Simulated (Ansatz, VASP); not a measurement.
**KF: VASP beside Ansatz**

```
K F
1.0
     3.17887    0.00000    0.00000
     0.00000    3.17887    0.00000
     0.00000    0.00000    3.17887
K F
1 1
Direct
  0.00000 0.00000 0.00000
  0.50000 0.50000 0.50000
```

Alike in both runs: task single point; functional LDA; k mesh 8 × 8 × 8; no spin polarisation.

|  | VASP | Ansatz |
| --- | --- | --- |
| version | VASP 6.6.1 | Ansatz 0.2.0 |
| potentials or method | VASP PAW LDA potentials, release 64 (K_sv, F) | plane waves, PAW |
| plane-wave cutoff (eV) | 520 | 420 |
| occupations | gaussian, width 0.01 eV | fixed |
| valence electrons in the cell | 16 | 16 |

|  | VASP | Ansatz | Ansatz less VASP |
| --- | --- | --- | --- |
| gap on the k mesh at the Fermi level (eV) | 6.45 | 6.46 | +0.015 |
| pressure (GPa) | -3.6 | -3.8 | -0.17 |

A k mesh can miss the band edges.
